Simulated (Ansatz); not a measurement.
Clean, relaxed (010) surface of HfSi$_{2}$, space group Cmcm (No. 63) (top face towards +c; atoms held fixed, by place in the list: 1, 2, 3, 4):

```
CELL_PARAMETERS angstrom
3.63610 0.00000 0.00000
0.00000 3.65000 0.00000
0.00000 0.00000 27.17624
ATOMIC_POSITIONS crystal
Hf 0.75000 0.50000 0.31277
Si 0.25000 0.00000 0.33891
Si 0.75000 0.00000 0.39717
Hf 0.25000 0.50000 0.42330
Si 0.25000 0.00000 0.50079
Si 0.75000 0.50000 0.50003
Hf 0.75000 0.00000 0.57666
Si 0.25000 0.50000 0.60680
Si 0.75000 0.50000 0.67572
Hf 0.25000 0.00000 0.68006
```

Method: Ansatz, DFT PBEsol, scalar-relativistic, plane waves, PAW. Plane waves to 420 eV, a k mesh through Γ of 8×8×1 on the computed 10-atom cell and Gaussian smearing (0.10 eV); no spin polarisation. The cell repeats along c with a dipole correction in the vacuum.

OH is put at the hollow (Hf-Hf) at (0.75, 0.00) site, one adsorbate per 13.3 Å², and relaxed. E_ads counts from the clean slab and the free adsorbate (spin-polarised where it has unpaired electrons); negative means bound. Heights count from the highest slab atom after relaxation. Bonded neighbours lie within 1.25 times the sum of covalent radii (1.35 for H) and, on that scale, within 12 % of the closest. With the adsorbate the cell is lengthened along c to keep the vacuum.

Q: How strongly does it bind, and where does its anchoring atom end?

A: -4.72 eV; at (0.74, 0.00), 2 bonded neighbours (Hf).

Q: How high does its anchoring atom sit over the highest slab atom, and what is the shortest contact with the surface?

A: 1.43 Å; O–Hf 2.29 Å.

Q: The clean face has a work function of 3.68 eV. How does the adsorbate change it?

A: By -0.44 eV.

Q: Does the adsorbate stay in one piece?

A: Yes.

Each end is the local minimum or symmetric point that its start leads to.

Spin polarisation was left out, and a magnetic state may lie lower.